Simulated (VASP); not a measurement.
# TiTe2 in VASP: further runs, part 2 of 2

VASP 6.6.1. Earlier steps stand in the parts before.

### Step 3. Work function, PBEsol

Contents of INCAR:

```
ALGO = Normal
DIPOL = 0.5 0.5 0.500
EDIFF = 1E-6
ENCUT = 520
GGA = PS
IDIPOL = 3
ISIF = 2
ISMEAR = 1
KPAR = 4
LASPH = True
LCHARG = True
LDIPOL = True
LREAL = False
LVACPOTAV = True
LVHAR = True
LWAVE = False
NELM = 100
PREC = Accurate
SIGMA = 0.1
```

Contents of KPOINTS:

```
k-points
0
Gamma
  4 4 1
```

Contents of POSCAR:

```
TiTe2                                   
1.0
    3.7770000000      0.0000000000      0.0000000000
   -1.8885000000      3.2709779500      0.0000000000
    0.0000000000      0.0000000000     25.9133488000
  Te              Ti            
     4     2
Direct
     0.3333333332999970    0.6666666667000030    0.3108344155518992
     0.6666666667000030    0.3333333332999970    0.4418245483520908
     0.3333333332999970    0.6666666667000030    0.5581754516479093
     0.6666666667000030    0.3333333332999970    0.6891655844481008
     0.0000000000000000    0.0000000000000000    0.3767706656962329
     0.0000000000000000    0.0000000000000000    0.6232293343037670
```

Potentials or basis: VASP PAW PBE potentials, release 64 (Te, Ti_sv).

The run is started by

```console
cat potpaw_PBE.64/Te/POTCAR potpaw_PBE.64/Ti_sv/POTCAR > POTCAR
mpirun -np 8 vasp_std > vasp.out
```

OUTCAR:

```text
EDIFF = 1E-6
   ENCUT = 520
   GGA = PS
   ISIF = 2
   ISMEAR = 1
   LASPH = True
   LREAL = False
   NELM = 100
   PREC = Accurate

 ion  position               nearest neighbor table
   1  0.333  0.667  0.311-   5 2.77   5 2.77   5 2.77
   2  0.667  0.333  0.442-   5 2.76   5 2.76   5 2.76
   3  0.333  0.667  0.558-   6 2.76   6 2.76   6 2.76
   4  0.667  0.333  0.689-   6 2.77   6 2.77   6 2.77
   5  0.000  0.000  0.377-   2 2.76   2 2.76   2 2.76   1 2.77   1 2.77   1 2.77
   6  0.000  0.000  0.623-   3 2.76   3 2.76   3 2.76   4 2.77   4 2.77   4 2.77

  LATTYP: Found a hexagonal cell.
 ALAT       =     3.7770000000
 C/A-ratio  =     6.8608283823

  Lattice vectors:

 A1 = (   3.7770000000,   0.0000000000,   0.0000000000)
 A2 = (  -1.8885000000,   3.2709779500,   0.0000000000)
 A3 = (   0.0000000000,   0.0000000000,  25.9133488000)

Analysis of symmetry for initial positions (statically):
=====================================================================
 Subroutine PRICEL returns:
 Original cell was already a primitive cell.

 Routine SETGRP: Setting up the symmetry group for a
 hexagonal supercell.

 Subroutine GETGRP returns: Found 12 space group operations
 (whereof 12 operations were pure point group operations)
 out of a pool of 24 trial point group operations.

The static configuration has the point symmetry D_3d.

Analysis of symmetry for dynamics (positions and initial velocities):
=====================================================================
 Subroutine PRICEL returns:
 Original cell was already a primitive cell.

 Routine SETGRP: Setting up the symmetry group for a
 hexagonal supercell.

 Subroutine GETGRP returns: Found 12 space group operations
 (whereof 12 operations were pure point group operations)
 out of a pool of 24 trial point group operations.

The dynamic configuration has the point symmetry D_3d.

 Subroutine INISYM returns: Found 12 space group operations
 (whereof 12 operations are pure point group operations),
 and found     1 'primitive' translations

----------------------------------------------------------------------------------------

                                     Primitive cell

  volume of cell :     320.1460

  direct lattice vectors                    reciprocal lattice vectors
     3.777000000  0.000000000  0.000000000     0.264760392  0.152859484  0.000000000
    -1.888500000  3.270977950  0.000000000     0.000000000  0.305718967  0.000000000
     0.000000000  0.000000000 25.913348800     0.000000000  0.000000000  0.038590149

  length of vectors
     3.777000000  3.777000000 25.913348800     0.305718967  0.305718967  0.038590149

  position of ions in fractional coordinates (direct lattice)
     0.333333333  0.666666667  0.310834416
     0.666666667  0.333333333  0.441824548
     0.333333333  0.666666667  0.558175452
     0.666666667  0.333333333  0.689165584
     0.000000000  0.000000000  0.376770666
     0.000000000  0.000000000  0.623229334

  ion indices of the primitive-cell ions
   primitive index   ion index
                 1           1
                 2           2
[... 32 lines left out ...]
            Coordinates               Weight
  0.000000  0.000000  0.000000      1.000000
  0.250000  0.000000  0.000000      6.000000
  0.500000  0.000000  0.000000      3.000000
  0.250000  0.250000  0.000000      6.000000
   k-points           NKPTS =      4   k-points in BZ     NKDIM =      4   number of bands    NBANDS=     28
   number of dos      NEDOS =    301   number of ions     NIONS =      6
   total plane-waves  NPLWV = 153664
   dimension x,y,z NGX =    28 NGY =   28 NGZ =  196
   dimension x,y,z NGXF=    56 NGYF=   56 NGZF=  392
   ions per type =               4   2
   NGX,Y,Z   is equivalent  to a cutoff of  12.32, 12.32, 12.57 a.u.
   NGXF,Y,Z  is equivalent  to a cutoff of  24.65, 24.65, 25.15 a.u.
 SYSTEM =  unknown system
   PREC   = accura    normal or accurate (medium, high low for compatibility)
   ISTART =      0    job   : 0-new  1-cont  2-samecut
   ICHARG =      2    charge: 1-file 2-atom 10-const
   ISPIN  =      1    spin polarized calculation?
   LNONCOLLINEAR =      F non collinear calculations
   LSORBIT =      F    spin-orbit coupling
   LASPH  =      T    aspherical Exc in radial PAW
   ENCUT  =  520.0 eV  38.22 Ry    6.18 a.u.   7.02  7.02 48.18*2*pi/ulx,y,z
   NELM   =    100;   NELMIN=  2; NELMDL= -5     # of ELM steps
   EDIFF  = 0.1E-05   stopping-criterion for ELM
   LREAL  =      F    real-space projection
   EDIFFG = 0.1E-04   stopping-criterion for IOM
   NSW    =      0    number of steps for IOM
   IBRION =     -1    ionic relax: 0-MD 1-quasi-New 2-CG
   NFREE  =      0    steps in history (QN), initial steepest desc. (CG)
   ISIF   =      2    stress and relaxation
   ISYM   =      2    0-nonsym 1-usesym 2-fastsym
   POTIM  = 0.5000    time-step for ionic-motion
   TEBEG  =    0.0;   TEEND  =   0.0 temperature during run
   PSTRESS=    0.0 pullay stress
   NELECT =      48.0000    total number of electrons
   NUPDOWN=      -1.0000    fix difference up-down
   EMIN   =  10.00;   EMAX   =-10.00  energy-range for DOS
   EFERMI =   0.00;   METHOD = LEGACY
   ISMEAR =     1;   SIGMA  =   0.10  broadening in eV -4-tet -1-fermi 0-gaus
   EFERMI_NEDOS =   21; number of points for ismear=-14 and -15
   IALGO  =     38    algorithm
   IMIX   =      4    mixing-type and parameters
     AMIX     =   0.40;   BMIX     =  1.00
     AMIX_MAG =   1.60;   BMIX_MAG =  1.00
  volume/ion in A,a.u.               =      53.36       360.08
  Fermi-wavevector in a.u.,A,eV,Ry     =   0.869706  1.643506 10.291294  0.756389
  Thomas-Fermi vector in A             =   1.988567
   LORBIT       =      0    0 simple, 1 ext, 2 COOP (PROOUT), +10 PAW based schemes
   GGA     = PS    functional components
   LHFCALC =     F    Hartree Fock is set to
   AEXX    =    0.0000 exact exchange contribution
   IVDW    =     0    specifies the selected vdW correction
   LEPSILON=     F    determine dielectric tensor
   LRPA    =     F    only Hartree local field effects (RPA)
 non-spin polarized calculation
 Methfessel and Paxton  Order N= 1 SIGMA  =   0.10
  energy-cutoff  :      520.00
  volume of cell :      320.15
 maximum number of plane-waves:      8667
 NGX is ok and might be reduce to    28
   NGX = 13   NGY = 13   NGZ = 97

 dipolmoment           0.000000      0.000000      0.000000 electrons x Angstroem

 number of electron      47.9999995 magnetization

 dipolmoment           0.000000      0.000000     -0.000000 electrons x Angstroem

 Free energy of the ion-electron system (eV)
  ---------------------------------------------------
  ext. energy  EPLUGINS =         0.00000000
  ---------------------------------------------------
  free energy    TOTEN  =       -34.74162972 eV

  energy without entropy =      -34.74283915  energy(sigma->0) =      -34.74203287

 E-fermi :   0.7982     XC(G=0):  -5.4196

 val. band max:        0.6520940931   @ k =   0.5000   0.0000   0.0000
 cond. band min:       0.8148466715   @ k =   0.5000   0.0000   0.0000
 fundamental gap:      0.1627525784
 Fermi energy:         0.7981682375

 k-point     1 :       0.0000    0.0000    0.0000
  band No.  band energies     occupation
      1     -56.4287      2.00000
      2     -56.4287      2.00000
      3     -32.7747      2.00000
      4     -32.7747      2.00000
      5     -32.7746      2.00000
      6     -32.7746      2.00000
[... 113 lines left out ...]
     27       1.8698     -0.00000
     28       2.1159     -0.00000

------------------------ aborting loop because EDIFF is reached ----------------------------------------

  FORCE on cell =-STRESS in cart. coord.  units (eV):
  Direction    XX          YY          ZZ          XY          YZ          ZX
  --------------------------------------------------------------------------------------
  -------------------------------------------------------------------------------------
  Total       -2.3328598     -2.3328598      0.0180526     -0.0000000      0.0000000      0.0000000
  in kB      -11.6748440    -11.6748440      0.0903446     -0.0000000      0.0000000      0.0000000
  external PRESSURE =      -7.7531145 kB  Pullay stress =       0.0000000 kB

 VOLUME and BASIS-vectors are now :
 -----------------------------------------------------------------------------
  energy-cutoff  :      520.00
  volume of cell :      320.15
      direct lattice vectors                 reciprocal lattice vectors
     3.777000000  0.000000000  0.000000000     0.264760392  0.152859484  0.000000000
    -1.888500000  3.270977950  0.000000000     0.000000000  0.305718967  0.000000000
     0.000000000  0.000000000 25.913348800     0.000000000  0.000000000  0.038590149

 POSITION                                       TOTAL-FORCE (eV/Angst)
 -----------------------------------------------------------------------------------
     -0.00000      2.18065      8.05476         0.000000     -0.000000     -0.017530
      1.88850      1.09033     11.44915        -0.000000      0.000000     -0.056282
     -0.00000      2.18065     14.46420        -0.000000     -0.000000      0.056282
      1.88850      1.09033     17.85859         0.000000      0.000000      0.017530
      0.00000      0.00000      9.76339        -0.000000      0.000000      0.047262
      0.00000      0.00000     16.14996        -0.000000      0.000000     -0.047262
 -----------------------------------------------------------------------------------
    total drift:                               -0.000000     -0.000000      0.000000

  FREE ENERGIE OF THE ION-ELECTRON SYSTEM (eV)
  ---------------------------------------------------
  free  energy   TOTEN  =       -34.7416297226 eV

  energy  without entropy=      -34.7428391539  energy(sigma->0) =      -34.74203287

 vacuum level on the upper side and lower side of the slab         5.846         5.846
```

Run time: 23 s. Hardware: 8 MPI ranks of Intel Xeon 6975P-C (Granite Rapids), shared host; peak memory 0.31 GiB.

Results:

```
Free energy                     : -34.7416 eV
Largest force                   : 0.056 eV/Å
Band gap on the k mesh          : none (metal or under the smearing width)
Work function of the upper face : 5.05 eV
Work function of the lower face : 5.05 eV
```

Forces on the atoms (eV/Å):
```
Te   0.000  0.000 -0.018
Te   0.000  0.000 -0.056
Te   0.000  0.000  0.056
Te   0.000  0.000  0.018
Ti   0.000  0.000  0.047
Ti   0.000  0.000 -0.047
```

Caveat: the k mesh is coarse (spacing up to 0.48 Å⁻¹), so the values aren't converged; the PAW data sets were made with another functional, which shifts forces and pressure a little. Spin-orbit coupling is left out, which matters for the levels of Te.
